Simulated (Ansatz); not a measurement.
## HfO₂: pressure against volume

HfO₂, P4_2/nmc, a = 3.604 Å, c = 5.264 Å. This isn't the usual stable structure of the compound. Ansatz: PBE, PAW, 420 eV, Γ-centred 6×6×4 mesh on 6 atoms, Gaussian smearing 0.02 eV; no spin polarisation. Shape and atoms are relaxed at each volume; pressure is positive in compression.

```
V (Å³/atom) P (GPa)
     10.030        ?
     10.372    20.96
     10.714    12.56
     11.055     5.67
     11.397     0.02
     11.739    -4.52
     12.081    -8.09
     12.537   -11.54
```

Question: Take V0 = 11.397 Å³/atom, count pressures from its P0 = 0.02 GPa, fit the third-order Birch–Murnaghan form to the other rows, and predict the missing pressure.

Answer: With the Eulerian strain f = ½[(V0/V)^(2/3) − 1] and y = (P − P0)/[3f(1 + 2f)^(5/2)], the form is the line y = B0 + 1.5 B0 (B0′ − 4) f. Rows (f, y): 0.03242, 184.0; 0.02103, 179.3; 0.01026, 174.5; -0.00976, 162.9; -0.01906, 156.3; -0.03079, 146.7. Means f = 0.0006833, y = 167.28; Σ(Δf)² = 0.003002, ΣΔfΔy = 1.755; the slope is their ratio. y = 166.9 + 584.4 f GPa, so B0 = 166.9 GPa and B0′ = 4 + 2 × (584.4)/(3 × 166.9) = 6.33. At V = 10.030, f = 0.04446, y = 192.88 and P = 31.85 GPa. The run gave 31.10 GPa, so the fit is 0.75 GPa too high, 1.8 % of the span of the series, against an rms of 0.12 GPa on the fitted rows. The row lies outside the fitted range. The points of y bend away from a line: a fourth-order term fitted to them gives P = 30.91 GPa at this row's volume (the line 31.85, the run 31.10).

Spin–orbit coupling is left out, which can shift energies with elements as heavy as these.